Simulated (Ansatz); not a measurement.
A 3-atom cell of K2S started from a crystallographic database, relaxed with r2SCAN: the symmetry is Fm-3m (No. 225, cubic); conventional cell a = 7.405 Å, 33.84 Å³ an atom. Around K lie 4 S at 3.21 Å; around S lie 8 K at 3.21 Å. One-shot G0W0@PBE in the PAW code Ansatz on a 4×4×4 mesh (contour deformation, no spin-orbit coupling), from a PBE gap of 2.381 eV over the mesh points (the G0W0 gap is indirect on the mesh); the number N of bands summed and the screening cutoff rise together. (Simulation; spin polarisation is off.)

| N | cutoff (eV) | 1000/N | G0W0 gap (eV) |
| --- | --- | --- | --- |
| 242 | 100 | 4.132 | 3.844 |
| 568 | 180 | 1.761 | 3.962 |

Task: Lay a straight line in 1000/N through these rows.

Result: The slope is -0.0498 eV per unit of 1000/N and the intercept 4.050 eV.

Task: Predict the gap at N = 1092 (260 eV).

Result: 4.050 + (-0.0498) × 0.916 = 4.004 eV; the run gives 3.998 eV, -0.006 eV from the line.

Task: With that run's result added, what limit do the last two rows suggest?

Result: Their slope is (3.998 − 3.962)/(0.916 − 1.761) = -0.0426, which meets 1/N = 0 at 4.04 eV, against 4.050 eV from the first line. The slope flattens, so the first line overshoots; the k mesh isn't extrapolated.
